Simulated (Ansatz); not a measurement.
# TaSi2: the cost of one run

Program: Ansatz 0.2.0. Level of theory: DFT PBE, scalar-relativistic, plane waves, PAW. These are calculated values, not measurements.

3 further runs of the same task are left out: 3 set aside as unsound or not needed.

## 1. The starting structure

It takes space group P6_422 (No. 181, hexagonal). The conventional cell has a = 4.806 Å, b = 4.806 Å, c = 6.600 Å, α = 90.00°, β = 90.00°, γ = 120.00°. Ta (site symmetry 222) is surrounded by 10 Si at 2.62 to 2.84 Å. Around Si (site symmetry 2) lie 5 Si at 2.57 to 2.84 Å and 5 Ta at 2.62 to 2.84 Å.

Coordinates:

```cif
data_structure
_symmetry_space_group_name_H-M 'P 1'
_symmetry_Int_Tables_number 1
_cell_length_a 4.8060
_cell_length_b 4.8060
_cell_length_c 6.5995
_cell_angle_alpha 90.000
_cell_angle_beta 90.000
_cell_angle_gamma 120.000
_cell_volume 132.01
loop_
_atom_site_label
_atom_site_type_symbol
_atom_site_fract_x
_atom_site_fract_y
_atom_site_fract_z
_atom_site_occupancy
Ta1 Ta 0.50000 0.00000 0.00000 1
Ta2 Ta 0.50000 0.50000 0.66667 1
Ta3 Ta 0.00000 0.50000 0.33333 1
Si1 Si 0.15892 0.31783 0.00000 1
Si2 Si 0.84108 0.15892 0.66667 1
Si3 Si 0.68217 0.84108 0.33333 1
Si4 Si 0.84108 0.68217 0.00000 1
Si5 Si 0.15892 0.84108 0.66667 1
Si6 Si 0.31783 0.15892 0.33333 1
```

It is the result of an earlier relaxation at this level (volume 14.67 Å³/atom; gap on the mesh: none (metal)).

## 2. The scan

Atoms count from 1 in the order of the input.

One atom moved over a plane, all else fixed.

The axes are (1) shift of Ta1 along [1 0 0]: 11 values from −1.080 Å; (2) shift of Ta1 along [0 0 1]: 11 values from −1.080 Å.

Nothing else is relaxed (all other atoms fixed). Energies count from the relaxed crystal. Points are written as (first, second).

## 3. Point (−0.432 Å, −1.080 Å)

The input, input.yaml:

```yaml
crystal:
  lattice:
    - [4.8060235202, 0.0, 0.0]
    - [-2.4030117601, 4.1621384597, 0.0]
    - [0.0, 0.0, 6.5995345254]
  atoms:
    - { symbol: Ta, position: [0.4101127995, 0.0, -0.1636479051] }
    - { symbol: Ta, position: [0.5, 0.5, 0.6666666667] }
    - { symbol: Ta, position: [0.0, 0.5, 0.3333333333] }
    - { symbol: Si, position: [0.1589152396, 0.3178304793, 0.0] }
    - { symbol: Si, position: [0.8410847604, 0.1589152396, 0.6666666667] }
    - { symbol: Si, position: [0.6821695207, 0.8410847604, 0.3333333333] }
    - { symbol: Si, position: [0.8410847604, 0.6821695207, 0.0] }
    - { symbol: Si, position: [0.1589152396, 0.8410847604, 0.6666666667] }
    - { symbol: Si, position: [0.3178304793, 0.1589152396, 0.3333333333] }
basis:
  ecutwfc: 420
kpoints:
  mp_grid: { grid: [9, 9, 6] }
hamiltonian:
  xc: pbe
  pseudopotentials: { kind: paw, azcp: { folder: soft_1 } }
scf:
  occupations: { method: gaussian, width: 0.15 }
output:
  forces: true
  stress: true
  eigenvalues: true
```

Started as:

```console
> ansatz run input.yaml --threads 4 --pin off --max-ram 8192MiB --backend cpu --events-out ev --progress --plain --runs-dir out
```

Q: Estimate wall time and peak memory on 4 threads of Intel Xeon Platinum 8259CL at 2.50GHz (Skylake/Cascade Lake), shared host.

About 32 s, with a peak of 1.2 GiB.
